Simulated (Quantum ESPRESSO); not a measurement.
# NiO2 (P6_3/mmc) in Quantum ESPRESSO: further runs

One crystal, NiO2, is run at these levels: PBEsol; tasks: single point, equation of state.

All numbers are computed with Quantum ESPRESSO 7.5; they aren't measurements. Logs are shortened: lines on timing, memory, paths and dates and some standing lists are left out, and cuts for length are marked.

### 1 Starting point

The structure is hexagonal, space group P6_3/mmc (No. 194). Conventional cell: a = 2.912 Å, b = 2.912 Å, c = 10.555 Å, α = 90.00°, β = 90.00°, γ = 120.00°. Ni (site symmetry -3m) has 6 O at 1.93 Å as nearest neighbours. Around O (site symmetry 3m) lie 3 Ni at 1.93 Å.

The cell comes from a database or a generator and needn't be the stable form of this composition.

### 2 Single point, PBEsol, collinear spin, ferromagnetic start, 12.15 Å³/atom

The input, pw.in:

```
&CONTROL
  calculation = 'scf'
  prefix = 'pwscf'
  outdir = './tmp'
  pseudo_dir = './pseudo'
  tstress = .true.
  disk_io = 'nowf'
/
&SYSTEM
  ibrav = 0
  nat = 6
  ntyp = 2
  ecutwfc = 45
  ecutrho = 360
  nbnd = 43
  occupations = 'smearing'
  smearing = 'fd'
  degauss = 0.00367493
  nspin = 2
  starting_magnetization(1) = 0.0556
  starting_magnetization(2) = 0
/
&ELECTRONS
  conv_thr = 1.2d-09
  electron_maxstep = 120
  mixing_beta = 0.3
/
ATOMIC_SPECIES
Ni    58.6934 ni_pbesol_v1.4.uspp.F.UPF
O     15.9990 o_pbesol_v1.2.uspp.F.UPF
CELL_PARAMETERS angstrom
   2.8527033862    0.0000000000    0.0000000000
  -1.4263516931    2.4705136019    0.0000000000
   0.0000000000    0.0000000000   10.3397958657
ATOMIC_POSITIONS crystal
Ni     0.0000000000    0.0000000000    0.5000000000
Ni     0.0000000000    0.0000000000    0.0000000000
O      0.3333333333    0.6666666667    0.5890790000
O      0.3333333333    0.6666666667    0.9109210000
O      0.6666666667    0.3333333333    0.4109210000
O      0.6666666667    0.3333333333    0.0890790000
K_POINTS automatic
10 10 3 0 0 0
```

Potentials or basis: GBRV 1.5 PBEsol.

Command:

```bash
$ OMP_NUM_THREADS=1 mpirun -n 2 pw.x -nk 2 -in pw.in > pw.out
```

pw.out:

```text
This program is part of the open-source Quantum ESPRESSO suite
     for quantum simulation of materials; please cite
[... 13 lines left out ...]
     --------------------
     sticks:   dense  smooth     PW     G-vecs:    dense   smooth      PW
     Sum         721     361    109                56675    20111    3383

     Using Slab Decomposition

     bravais-lattice index     =            0
     lattice parameter (alat)  =       5.3908  a.u.
     unit-cell volume          =     491.7591 (a.u.)^3
     number of atoms/cell      =            6
     number of atomic types    =            2
     number of electrons       =        60.00
     number of Kohn-Sham states=           43
     kinetic-energy cutoff     =      45.0000  Ry
     charge density cutoff     =     360.0000  Ry
     scf convergence threshold =      1.2E-09
     mixing beta               =       0.3000
     number of iterations used =            8  plain     mixing
     Exchange-correlation= SLA  PW   PSX  PSC
                           (   1   4  10   8   0   0   0)

     celldm(1)=   5.390828  celldm(2)=   0.000000  celldm(3)=   0.000000
     celldm(4)=   0.000000  celldm(5)=   0.000000  celldm(6)=   0.000000

     crystal axes: (cart. coord. in units of alat)
               a(1) = (   1.000000   0.000000   0.000000 )
               a(2) = (  -0.500000   0.866025   0.000000 )
               a(3) = (   0.000000   0.000000   3.624560 )

     reciprocal axes: (cart. coord. in units 2 pi/alat)
               b(1) = (  1.000000  0.577350 -0.000000 )
               b(2) = (  0.000000  1.154701  0.000000 )
               b(3) = (  0.000000 -0.000000  0.275896 )

     PseudoPot. # 1 for Ni read from file:
     ni_pbesol_v1.4.uspp.F.UPF
     Pseudo is Ultrasoft + core correction, Zval = 18.0
     Generated by new atomic code, or converted to UPF format
     Using radial grid of  865 points,  6 beta functions with:
                l(1) =   0
                l(2) =   0
                l(3) =   1
                l(4) =   1
                l(5) =   2
                l(6) =   2
     Q(r) pseudized with 10 coefficients,  rinner =    0.980   0.980   0.980
                                                       0.980   0.980

     PseudoPot. # 2 for O  read from file:
     o_pbesol_v1.2.uspp.F.UPF
     Pseudo is Ultrasoft + core correction, Zval =  6.0
     Generated by new atomic code, or converted to UPF format
     Using radial grid of  737 points,  5 beta functions with:
                l(1) =   0
                l(2) =   0
                l(3) =   1
                l(4) =   1
                l(5) =   2
     Q(r) pseudized with  8 coefficients,  rinner =    0.900   0.900   0.900
                                                       0.900   0.900

     atomic species   valence    mass     pseudopotential
     Ni               18.00    58.69340     Ni( 1.00)
     O                 6.00    15.99900     O ( 1.00)

     Starting magnetic structure
     atomic species   magnetization
     Ni              0.056
     O               0.000

     24 Sym. Ops., with inversion, found (12 have fractional translation)

   Cartesian axes

     site n.     atom                  positions (alat units)
         1        Ni     tau(   1) = (   0.0000000   0.0000000   1.8122802  )
         2        Ni     tau(   2) = (   0.0000000   0.0000000   0.0000000  )
         3        O      tau(   3) = (  -0.0000000   0.5773503   2.1351524  )
         4        O      tau(   4) = (  -0.0000000   0.5773503   3.3016882  )
         5        O      tau(   5) = (   0.5000000   0.2886751   1.4894080  )
         6        O      tau(   6) = (   0.5000000   0.2886751   0.3228722  )

     number of k points=    28  Fermi-Dirac smearing, width (Ry)=  0.0037
                       cart. coord. in units 2pi/alat
        k(    1) = (   0.0000000   0.0000000   0.0000000), wk =   0.0033333
        k(    2) = (   0.0000000   0.0000000   0.0919652), wk =   0.0066667
        k(    3) = (   0.0000000   0.1154701   0.0000000), wk =   0.0200000
        k(    4) = (   0.0000000   0.1154701   0.0919652), wk =   0.0400000
        k(    5) = (   0.0000000   0.2309401   0.0000000), wk =   0.0200000
        k(    6) = (   0.0000000   0.2309401   0.0919652), wk =   0.0400000
[... 20 lines left out ...]
        k(   27) = (   0.3000000   0.5196152   0.0000000), wk =   0.0200000
        k(   28) = (   0.3000000   0.5196152   0.0919652), wk =   0.0400000

     Dense  grid:    56675 G-vectors     FFT dimensions: (  36,  36, 120)

     Smooth grid:    20111 G-vectors     FFT dimensions: (  24,  24,  90)

     Check: negative core charge=   -0.000004
     Generating pointlists ...
     new r_m :   0.2729 (alat units)  1.4710 (a.u.) for type    1
     new r_m :   0.2729 (alat units)  1.4710 (a.u.) for type    2

     Initial potential from superposition of free atoms

     starting charge      56.0000, renormalised to      60.0000
[... 48 lines left out ...]
     7.0553   7.0657  15.8764  16.2201  17.6263  17.7550  18.4853  18.7388
    20.8623  21.2114  21.4993

          k = 0.0000-0.5774 0.0000 (  2516 PWs)   bands (ev):

   -98.8767 -98.8767 -59.5234 -59.5234 -59.4921 -59.4921 -59.1468 -59.1468
   -12.5441 -12.5197 -12.3989 -12.3735  -1.5340  -1.4774   0.2962   0.3046
     0.4005   0.5197   1.3374   1.4771   2.1476   2.1668   3.1624   3.2669
     3.2672   3.3869   3.4016   3.4401   3.9347   3.9809   6.3938   6.5695
     7.0878   7.1096  16.4676  17.1396  17.6290  17.7766  17.8941  18.0858
    21.0340  21.1082  21.4701

          k = 0.0000-0.5774 0.0920 (  2518 PWs)   bands (ev):

   -98.8767 -98.8767 -59.5234 -59.5234 -59.4921 -59.4921 -59.1468 -59.1468
   -12.5388 -12.5267 -12.3917 -12.3792  -1.5201  -1.4918   0.2983   0.3025
     0.4278   0.4870   1.3741   1.4435   2.1524   2.1620   3.2252   3.2670
     3.2672   3.3500   3.4017   3.4074   3.9502   3.9724   6.4385   6.5263
     7.0933   7.1042  16.6695  17.1702  17.2747  17.4702  18.1793  18.1874
    21.0710  21.2990  21.5688

          k = 0.1000 0.1732 0.0000 (  2501 PWs)   bands (ev):

   -98.8793 -98.8793 -59.4929 -59.4929 -59.4850 -59.4850 -59.1511 -59.1511
   -13.9877 -13.9609 -11.9925 -11.9467  -0.6386  -0.5738  -0.2669  -0.2616
     0.0070   0.2678   1.9424   1.9779   2.1724   2.1819   3.6242   3.6376
     3.9188   4.1589   4.2444   4.4916   4.7474   4.9206   6.4474   6.5147
     6.9341   6.9723  13.2226  14.4367  15.2390  16.8725  18.1818  18.4941
    21.8386  21.9759  23.7355
[... 129 lines left out ...]
   -98.8763 -98.8763 -59.5144 -59.5144 -59.5066 -59.5066 -59.1462 -59.1462
   -12.4557 -12.4442 -12.2933 -12.2814  -0.5981  -0.5776  -0.4890  -0.4633
     0.1285   0.1491   1.5371   1.5766   1.7000   1.7575   2.4412   2.4850
     3.2574   3.2604   4.0378   4.0801   4.3499   4.3929   6.3989   6.4185
     6.4691   6.4879  17.8634  18.0032  18.8626  18.9666  19.2698  19.5744
    20.1119  20.3297  21.2129

 ------ SPIN DOWN ----------

          k = 0.0000 0.0000 0.0000 (  2501 PWs)   bands (ev):

   -98.8803 -98.8803 -59.4821 -59.4821 -59.4821 -59.4821 -59.1527 -59.1527
   -14.3493 -14.3218 -11.9595 -11.9061  -0.4862  -0.4862  -0.4824  -0.4824
    -0.3521  -0.0518   2.9504   2.9504   2.9510   2.9510   3.3640   3.8559
     3.8559   3.8720   3.8720   3.9939   4.7360   4.9027   7.1893   7.1893
     7.2033   7.2033  12.0794  13.8485  14.0531  15.6850  17.3412  17.8223
    23.9185  23.9185  24.0817

          k = 0.0000 0.0000 0.0920 (  2490 PWs)   bands (ev):
[... 73 lines left out ...]
   -98.8770 -98.8770 -59.5195 -59.5195 -59.4912 -59.4912 -59.1474 -59.1474
   -12.8746 -12.8625 -12.2064 -12.1921  -1.2457  -1.2148   0.1924   0.2443
     0.2533   0.2572   1.3957   1.4873   2.0205   2.0279   3.1654   3.2318
     3.5406   3.5431   3.6903   3.7217   4.1185   4.1819   6.2985   6.3996
     7.0552   7.0657  15.8764  16.2201  17.6263  17.7550  18.4853  18.7389
    20.8624  21.2115  21.4992

          k = 0.0000-0.5774 0.0000 (  2516 PWs)   bands (ev):

   -98.8767 -98.8767 -59.5235 -59.5235 -59.4921 -59.4921 -59.1468 -59.1468
   -12.5442 -12.5198 -12.3990 -12.3736  -1.5340  -1.4774   0.2962   0.3046
     0.4005   0.5196   1.3373   1.4771   2.1475   2.1668   3.1624   3.2669
     3.2672   3.3869   3.4016   3.4401   3.9347   3.9808   6.3938   6.5694
     7.0878   7.1096  16.4676  17.1397  17.6290  17.7766  17.8941  18.0859
    21.0341  21.1082  21.4702

          k = 0.0000-0.5774 0.0920 (  2518 PWs)   bands (ev):

   -98.8767 -98.8767 -59.5235 -59.5235 -59.4921 -59.4921 -59.1468 -59.1468
   -12.5388 -12.5267 -12.3918 -12.3792  -1.5200  -1.4918   0.2983   0.3025
     0.4278   0.4870   1.3741   1.4435   2.1523   2.1620   3.2251   3.2670
     3.2672   3.3499   3.4017   3.4073   3.9502   3.9724   6.4384   6.5262
     7.0932   7.1041  16.6696  17.1703  17.2748  17.4702  18.1794  18.1875
    21.0710  21.2990  21.5688

          k = 0.1000 0.1732 0.0000 (  2501 PWs)   bands (ev):

   -98.8793 -98.8793 -59.4929 -59.4929 -59.4851 -59.4851 -59.1511 -59.1511
   -13.9877 -13.9609 -11.9925 -11.9467  -0.6386  -0.5738  -0.2669  -0.2616
     0.0069   0.2678   1.9424   1.9779   2.1724   2.1819   3.6242   3.6376
     3.9187   4.1589   4.2443   4.4915   4.7474   4.9205   6.4474   6.5147
     6.9341   6.9723  13.2226  14.4367  15.2390  16.8725  18.1818  18.4942
    21.8387  21.9760  23.7355
[... 129 lines left out ...]
   -98.8763 -98.8763 -59.5145 -59.5145 -59.5066 -59.5066 -59.1462 -59.1462
   -12.4558 -12.4443 -12.2934 -12.2814  -0.5981  -0.5776  -0.4890  -0.4633
     0.1285   0.1491   1.5371   1.5766   1.6999   1.7575   2.4412   2.4850
     3.2574   3.2604   4.0378   4.0800   4.3499   4.3929   6.3989   6.4185
     6.4691   6.4879  17.8634  18.0032  18.8626  18.9667  19.2698  19.5744
    20.1120  20.3298  21.2129

     the Fermi energy is     5.4844 ev

!    total energy              =    -814.82861595 Ry
     estimated scf accuracy    <          9.5E-10 Ry
     smearing contrib. (-TS)   =      -0.00000044 Ry
     internal energy E=F+TS    =    -814.82861552 Ry

     The total energy is F=E-TS. E is the sum of the following terms:
     one-electron contribution =    -840.70128353 Ry
     hartree contribution      =     440.62203259 Ry
     xc contribution           =     -98.39031632 Ry
     ewald contribution        =    -316.35904826 Ry

     total magnetization       =    -0.00 Bohr mag/cell
     absolute magnetization    =     0.00 Bohr mag/cell

     convergence has been achieved in  16 iterations

     Computing stress (Cartesian axis) and pressure

          total   stress  (Ry/bohr**3)                   (kbar)     P=      -71.95
  -0.00065472   0.00000000  -0.00000000          -96.31        0.00       -0.00
   0.00000000  -0.00065472   0.00000000            0.00      -96.31        0.00
   0.00000000   0.00000000  -0.00015781            0.00        0.00      -23.21

=------------------------------------------------------------------------------=
   JOB DONE.
=------------------------------------------------------------------------------=
```

Wall time 48 s (2 MPI ranks of Intel Xeon 6975P-C (Granite Rapids), shared host); peak memory 0.44 GiB.

Results:

- Free energy: -11086.3081 eV
- Pressure: -7.2 GPa
- Band gap on the k mesh: 1.01 eV, indirect (least direct gap 1.34 eV)
- Net moment: 0.00 μB per cell
- Absolute moment: 0.00 μB per cell
- Valence electrons inside the program's atomic spheres: Ni 15.10; O 5.10

Caveat: an odd mesh through Γ misses points on the zone boundary, where band edges often lie.

### 3 Single point, PBEsol, collinear spin, ferromagnetic start, 12.40 Å³/atom

Changes to pw.in since step 2:

```diff
@@ -31,5 +31,5 @@
 CELL_PARAMETERS angstrom
-   2.8527033862    0.0000000000    0.0000000000
-  -1.4263516931    2.4705136019    0.0000000000
-   0.0000000000    0.0000000000   10.3397958657
+   2.8727935086    0.0000000000    0.0000000000
+  -1.4363967543    2.4879121583    0.0000000000
+   0.0000000000    0.0000000000   10.4126137287
 ATOMIC_POSITIONS crystal
```

Potentials or basis: GBRV 1.5 PBEsol.

Command:

```bash
$ OMP_NUM_THREADS=1 mpirun -n 2 pw.x -nk 2 -in pw.in > pw.out
```

Wall time 53 s (2 MPI ranks of Intel Xeon 6975P-C (Granite Rapids), shared host); peak memory 0.44 GiB.

It converged, with:

```
Free energy                                           : -11086.2257 eV
Pressure                                              : -10.2 GPa
Band gap on the k mesh                                : 0.99 eV, indirect (least direct gap 1.31 eV)
Net moment                                            : 0.00 μB per cell
Absolute moment                                       : 0.00 μB per cell
Valence electrons inside the program's atomic spheres : Ni 15.13; O 5.11
```

Caveat: an odd mesh through Γ misses points on the zone boundary, where band edges often lie.

### 4 Single point, PBEsol, collinear spin, ferromagnetic start, 12.66 Å³/atom

Changes to pw.in since step 3:

```diff
@@ -31,5 +31,5 @@
 CELL_PARAMETERS angstrom
-   2.8727935086    0.0000000000    0.0000000000
-  -1.4363967543    2.4879121583    0.0000000000
-   0.0000000000    0.0000000000   10.4126137287
+   2.8926065037    0.0000000000    0.0000000000
+  -1.4463032519    2.5050707154    0.0000000000
+   0.0000000000    0.0000000000   10.4844271272
 ATOMIC_POSITIONS crystal
```

Command:

```bash
$ OMP_NUM_THREADS=1 mpirun -n 2 pw.x -nk 2 -in pw.in > pw.out
```

It took 59 s on 2 MPI ranks of Intel Xeon 6975P-C (Granite Rapids), shared host; peak memory 0.44 GiB.

Results (log left out):

```
Free energy                                           : -11086.1168 eV
Pressure                                              : -12.7 GPa
Band gap on the k mesh                                : 0.97 eV, indirect (least direct gap 1.27 eV)
Net moment                                            : 0.00 μB per cell
Absolute moment                                       : 0.00 μB per cell
Valence electrons inside the program's atomic spheres : Ni 15.16; O 5.13
```

Caveat: an odd mesh through Γ misses points on the zone boundary, where band edges often lie.

### 5 Single point, PBEsol, collinear spin, ferromagnetic start, 12.92 Å³/atom

Changes to pw.in since step 4:

```diff
@@ -31,5 +31,5 @@
 CELL_PARAMETERS angstrom
-   2.8926065037    0.0000000000    0.0000000000
-  -1.4463032519    2.5050707154    0.0000000000
-   0.0000000000    0.0000000000   10.4844271272
+   2.9121517351    0.0000000000    0.0000000000
+  -1.4560758676    2.5219973823    0.0000000000
+   0.0000000000    0.0000000000   10.5552700000
 ATOMIC_POSITIONS crystal
```

Command:

```bash
$ OMP_NUM_THREADS=1 mpirun -n 2 pw.x -nk 2 -in pw.in > pw.out
```

Wall time 63 s (2 MPI ranks of Intel Xeon 6975P-C (Granite Rapids), shared host); peak memory 0.44 GiB.

The run converged. Its results:

| Property | Result |
| --- | --- |
| Free energy | -11085.9846 eV |
| Pressure | -14.9 GPa |
| Band gap on the k mesh | 0.95 eV, indirect (least direct gap 1.24 eV) |
| Net moment | 0.00 μB per cell |
| Absolute moment | 0.00 μB per cell |
| Valence electrons inside the program's atomic spheres | Ni 15.19; O 5.15 |

Caveat: an odd mesh through Γ misses points on the zone boundary, where band edges often lie.

### 6 Single point, PBEsol, collinear spin, ferromagnetic start, 13.18 Å³/atom

Changes to pw.in since step 5:

```diff
@@ -31,5 +31,5 @@
 CELL_PARAMETERS angstrom
-   2.9121517351    0.0000000000    0.0000000000
-  -1.4560758676    2.5219973823    0.0000000000
-   0.0000000000    0.0000000000   10.5552700000
+   2.9314380702    0.0000000000    0.0000000000
+  -1.4657190352    2.5386998385    0.0000000000
+   0.0000000000    0.0000000000   10.6251744875
 ATOMIC_POSITIONS crystal
```

Potentials or basis: GBRV 1.5 PBEsol.

Command:

```bash
$ OMP_NUM_THREADS=1 mpirun -n 2 pw.x -nk 2 -in pw.in > pw.out
```

Run time: 58 s. Hardware: 2 MPI ranks of Intel Xeon 6975P-C (Granite Rapids), shared host; peak memory 0.46 GiB.

It converged, with:

```
Free energy                                           : -11085.8316 eV
Pressure                                              : -17.0 GPa
Band gap on the k mesh                                : 0.93 eV, indirect (least direct gap 1.21 eV)
Net moment                                            : 0.00 μB per cell
Absolute moment                                       : 0.00 μB per cell
Valence electrons inside the program's atomic spheres : Ni 15.22; O 5.17
```

Caveat: an odd mesh through Γ misses points on the zone boundary, where band edges often lie.

### 7 Single point, PBEsol, collinear spin, ferromagnetic start, 13.44 Å³/atom

Changes to pw.in since step 6:

```diff
@@ -31,5 +31,5 @@
 CELL_PARAMETERS angstrom
-   2.9314380702    0.0000000000    0.0000000000
-  -1.4657190352    2.5386998385    0.0000000000
-   0.0000000000    0.0000000000   10.6251744875
+   2.9504739158    0.0000000000    0.0000000000
+  -1.4752369579    2.5551853643    0.0000000000
+   0.0000000000    0.0000000000   10.6941710604
 ATOMIC_POSITIONS crystal
```

Command:

```bash
$ OMP_NUM_THREADS=1 mpirun -n 2 pw.x -nk 2 -in pw.in > pw.out
```

It took 57 s on 2 MPI ranks of Intel Xeon 6975P-C (Granite Rapids), shared host; peak memory 0.46 GiB.

Results (log left out):

```yaml
Free_energy: -11085.6603 eV
Pressure: -18.7 GPa
Band_gap_on_the_k_mesh: 0.91 eV, indirect (least direct gap 1.18 eV)
Net_moment: 0.00 μB per cell
Absolute_moment: 0.00 μB per cell
Valence_electrons_inside_the_program's_atomic_spheres: Ni 15.25; O 5.18
```

Caveat: an odd mesh through Γ misses points on the zone boundary, where band edges often lie.

### 8 Single point, PBEsol, collinear spin, ferromagnetic start, 13.70 Å³/atom

Changes to pw.in since step 7:

```diff
@@ -31,5 +31,5 @@
 CELL_PARAMETERS angstrom
-   2.9504739158    0.0000000000    0.0000000000
-  -1.4752369579    2.5551853643    0.0000000000
-   0.0000000000    0.0000000000   10.6941710604
+   2.9692672499    0.0000000000    0.0000000000
+  -1.4846336250    2.5714608691    0.0000000000
+   0.0000000000    0.0000000000   10.7622886361
 ATOMIC_POSITIONS crystal
```

Command:

```bash
$ OMP_NUM_THREADS=1 mpirun -n 2 pw.x -nk 2 -in pw.in > pw.out
```

Wall time 57 s (2 MPI ranks of Intel Xeon 6975P-C (Granite Rapids), shared host); peak memory 0.48 GiB.

It converged, with:

```
Free energy                                           : -11085.4732 eV
Pressure                                              : -20.3 GPa
Band gap on the k mesh                                : 0.89 eV, indirect (least direct gap 1.16 eV)
Net moment                                            : 0.00 μB per cell
Absolute moment                                       : 0.00 μB per cell
Valence electrons inside the program's atomic spheres : Ni 15.28; O 5.20
```

Caveat: an odd mesh through Γ misses points on the zone boundary, where band edges often lie.

### 9 Equation of state, PBEsol, collinear spin, ferromagnetic start

Potentials or basis: GBRV 1.5 PBEsol.

No new run: the results of the series are fitted here.

What came out:

```yaml
Equilibrium_volume: "11.63 Å³/atom (rough: see the caveat)"
Bulk_modulus_at_fixed_shape_and_positions: 179 GPa (rough)
```

Energy against volume, from the lowest point:
```
volume (Å³/atom)  energy (meV/atom)
          12.145               0.00
          12.404              13.73
          12.662              31.88
          12.920              53.92
          13.179              79.41
          13.437             107.97
          13.696             139.15
```

Caveat: the minimum lies outside the volumes run; the cell was scaled at fixed shape and fractional positions, which overstates the stiffness of a crystal with free parameters, most of all of layers and chains.
